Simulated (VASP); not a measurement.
A run of VASP 6.6.1 is set up as follows.

INCAR

```
SYSTEM = Bi
PREC     = Accurate       ! precision mode
ENCUT    = 300            ! plane-wave cutoff, eV
EDIFF    = 1E-7           ! SCF threshold, eV
ISMEAR   = 1              ! smearing method
SIGMA    = 0.1            ! smearing width, eV
LREAL    = .False.        ! projectors in reciprocal space
LASPH    = .True.         ! aspherical terms in the spheres
NELM     = 80             ! most SCF steps
ALGO     = Fast           ! electronic algorithm
ISIF     = 2              ! what is computed and relaxed
LWAVE    = .False.        ! write WAVECAR
LCHARG   = .False.        ! write CHGCAR
GGA      = PE             ! functional
IBRION   = 2              ! ionic algorithm
NSW      = 40             ! ionic steps
EDIFFG   = -0.01          ! ionic threshold
```

File KPOINTS:

```
Automatic mesh
0
Gamma
  7 7 7
  0 0 0
```

POSCAR

```
Bi                                      
1.0
   -1.9886635124      1.9886635124      1.9886635124
    1.9886635124     -1.9886635124      1.9886635124
    1.9886635124      1.9886635124     -1.9886635124
  Bi            
     1
Direct
     0.0000000000000000    0.0000000000000000    0.0000000000000000
```

Potentials or basis: VASP PAW PBE potentials, release 64 (Bi).

Run with:

```sh
$ cat potpaw_PBE.64/Bi/POTCAR > POTCAR
$ mpirun -np 1 vasp_std > vasp.out
```

Question: Predict the band gap on the k mesh.

Answer: None (metal or under the smearing width).

Final structure:
```xyz
1
Lattice="-1.9887 1.9887 1.9887 1.9887 -1.9887 1.9887 1.9887 1.9887 -1.9887" Properties=species:S:1:pos:R:3 pbc="T T T"
Bi    0.0000    0.0000    0.0000
```

Caveat: the relaxation stopped at its first step, so nothing moved; spin-orbit coupling is left out, which moves the levels of the heavy elements.
